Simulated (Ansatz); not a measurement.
**¹⁷O NMR of the central transition in H₆OF₄**

Cell: a Materials Project structure (computed, not necessarily an observed phase), taken as it stands.

```xyz
22
Lattice="5.3864 0.0000 0.0000 -1.8621 5.8231 0.0000 -2.6705 -2.3347 5.7941" Properties=species:S:1:pos:R:3 pbc="T T T"
H     1.6086    4.4825    0.0154
H    -0.7549   -0.9941    5.7787
H    -0.8540    1.2898    4.4089
H     1.7077    2.1986    1.3852
H     0.2528    2.4714    4.8578
H     0.6010    1.0170    0.9363
H     0.9352   -0.6989    4.3417
H    -0.0814    4.1873    1.4524
H     2.5500    0.3798    3.5052
H    -1.6963    3.1086    2.2889
H     1.7678    3.2806    3.5610
H    -0.9141    0.2078    2.2331
O    -0.3900    1.7650    5.1787
O     1.2437    1.7234    0.6155
F     0.4496   -1.3802    4.8580
F     0.4042    4.8686    0.9361
F     1.5284    0.3506    3.5921
F    -0.6747    3.1378    2.2020
F    -1.5454    0.4896    3.4017
F     2.3992    2.9988    2.3924
F    -0.4290    0.0149    1.3786
F     1.2827    3.4735    4.4155
```

Atoms are numbered from 1 in the order listed; like atoms form one site, named after its first atom.

Method: Kohn–Sham DFT in Ansatz, PBEsol, plane waves and PAW, scalar-relativistic, 420 eV cutoff, Γ-centred 5×4×4 k-points, Fermi–Dirac smearing 0.02 eV.

¹⁷O has I = 5/2 and Q = -25.58 mb (Pyykkö 2018); at 28.2 T its Larmor frequency is ν₀ = 162.8 MHz. Only the quadrupole interaction is simulated: positions count from each site's isotropic chemical shift, and J coupling is left out, as are shift anisotropy and dipolar coupling, which fast spinning averages.

Question: What does the ¹⁷O spectrum (fast magic-angle spinning) show for each site?

Answer: 

```csv
site,first shell,C_Q (MHz),η,P_Q (MHz),δ_QIS (ppm),breadth (kHz)
O,3 H at 1.00–1.02 Å,8.31,0.07,8.31,-15.6,5.57
```

δ_QIS = −(ν_Q²/30ν₀²)[I(I+1) − 3/4](1 + η²/3) × 10⁶ ppm with ν_Q = 3|C_Q|/[2I(2I−1)]; it falls as 1/B₀² in ppm, and the breadth as 1/B₀ in kHz.

At O V_zz stands upright on the plane through its three neighbours (within 1°).

The largest force is 0.6 eV/Å, so the atoms aren't at the calculated equilibrium and relaxing them would move these values.
